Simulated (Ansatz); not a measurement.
`CO[SiH2]Cl` + `CC(=O)O` → `CC(=O)O[SiH2]Cl` + CH₃OH at 400 K and 1 bar (ligand exchange at the Si–O bond).

Computed with Ansatz on PBE0-D4/def2-TZVP structures; ΔE is electronic, products minus reactants. CCSD(T)/CBS adds triple-zeta CCSD(T) − MP2 to the extrapolated MP2 energy (def2 sets, frozen cores). This one scheme is used for every species. Each species was taken in one conformer, which may not be the lowest.

```
          species  CCSD(T)/CBS energy (Eh)  H − E (kJ/mol)  S (J/(mol·K))
     `CO[SiH2]Cl`               -865.17164           189.7          357.8
        `CC(=O)O`               -228.87529           185.0          309.7
`CC(=O)O[SiH2]Cl`               -978.42332           222.4          406.2
            CH₃OH               -115.61712           151.2          252.6
```

H − E and S are ideal-gas, rigid-rotor, harmonic terms from PBE0-D4/def2-TZVP, for one conformer and one mirror image of each species. 1 Eh = 2625.50 kJ/mol, R = 8.31446 J/(mol·K).

Task: By hand: ΔE, ΔH, ΔS and ΔG.

Result: ΔE = (-978.42332) + (-115.61712) − (-865.17164) − (-228.87529) = 0.00649 Eh = 17.0 kJ/mol. Δ(H − E) = 222.4 + 151.2 − 189.7 − 185.0 = -1.1, so ΔH = 15.9 kJ/mol. ΔS = 406.2 + 252.6 − 357.8 − 309.7 = -8.7 J/(mol·K). ΔG = 15.9 − 400 × (-8.7)/1000 = 19.4 kJ/mol.

Task: By hand: the equilibrium constant, and the temperature at which ΔG would vanish if ΔH and ΔS stayed fixed.

Result: log₁₀ K = −ΔG/(RT ln 10) = -2.5. ΔH and −TΔS have one sign here, so there is no such temperature.

The number of gas molecules stays the same, so ΔS is small and ΔH decides. A doubt of 5 kJ/mol in ΔE shifts log₁₀ K by 0.7 here. Other conformers and mirror images would add mixing entropy, several J/(mol·K) or more a flexible species. These are equilibria of isolated gas molecules and say nothing of rates. Largest T1 diagnostic: 0.015 (customary marks: 0.02 for closed shells, 0.045 for open ones).

ΔS is within the doubt of such terms, so its sign, and with it that verdict, could turn.
